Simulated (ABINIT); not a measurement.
Te2Mo:

```
Te Mo
1.0
     3.51820    0.00000    0.00000
    -1.75910    3.04685    0.00000
     0.00000    0.00000   13.97360
Te Mo
4 2
Direct
  0.66667 0.33333 0.37900
  0.33333 0.66667 0.87900
  0.66667 0.33333 0.12100
  0.33333 0.66667 0.62100
  0.66667 0.33333 0.75000
  0.33333 0.66667 0.25000
```

Program: ABINIT 10.8.3 (patched build). Alike in all runs: no spin polarisation; cell as given; smearing fermi-dirac 0.05 eV. Hardware: 1 thread of Arm Neoverse V1 (shared host).

**Question.** Order these runs on this cell by their wall time, lowest first.
A. task single point; level LDA; potentials or basis JTH PAW LDA v2.0; k mesh 7 × 7 × 2; cutoff (eV) 408; fine-grid cutoff 816.342 eV
B. task band structure; level r2SCAN; potentials or basis JTH PAW PBE v2.0; k mesh 8 × 8 × 2; cutoff (eV) 490; fine-grid cutoff 979.61 eV
C. task band structure; level PBEsol; potentials or basis JTH PAW PBE v2.0; k mesh 9 × 9 × 2; cutoff (eV) 408; fine-grid cutoff 816.342 eV

**Answer.** A (61 s), C (610 s), B (2200 s).

Not every run made on this cell is shown here.
